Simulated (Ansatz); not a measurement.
Crystal: NbP.

```
CELL_PARAMETERS angstrom
-1.67492 1.67492 5.74011
1.67492 -1.67492 5.74011
1.67492 1.67492 -5.74011
ATOMIC_POSITIONS crystal
Nb 0.24988 0.74988 0.50000
Nb 0.49988 0.49988 0.00000
P 0.83275 0.33275 0.50000
P 0.08275 0.08275 0.00000
```

The cell is a database's computed one.

* Program: Ansatz 0.2.0
* Task: single point
* Functional: PBE
* Potentials or basis: Ansatz PAW
* Cutoff: 420 eV (not typed: the program's choice for these potentials)
* k mesh: 11 × 11 × 11
* Occupations: fermi-dirac, width 0.05 eV
* Spin: no spin polarisation

On this cell: pressure -1.1 GPa; largest force 0.016 eV/Å; band gap on the k mesh none (metal or under the smearing width).

The same run follows on a disturbed copy (atoms moved at random, drawn with an rms of 0.05 Å):

```
CELL_PARAMETERS angstrom
-1.67492 1.67492 5.74011
1.67492 -1.67492 5.74011
1.67492 1.67492 -5.74011
ATOMIC_POSITIONS crystal
Nb 0.25356 0.73558 0.47828
Nb 0.49819 0.49312 0.98852
P 0.84694 0.31408 0.49538
P 0.06652 0.07829 0.98995
```

What does the disturbed cell give?

The energy (extrapolated to zero smearing) moves by +27.8 meV/atom; pressure -0.5 GPa; largest force 1.270 eV/Å; band gap on the k mesh none (metal or under the smearing width).

Forces in eV/Å, atoms in the order of the input:
```
Nb   0.283  0.391 -1.117
Nb   0.132 -0.030 -0.276
P    0.049 -0.690  0.258
P   -0.464  0.329  1.135
```

Stress tensor (GPa, compression positive):
```
 0.11 -0.03  0.09
-0.03  1.31  0.22
 0.09  0.22 -2.78
```
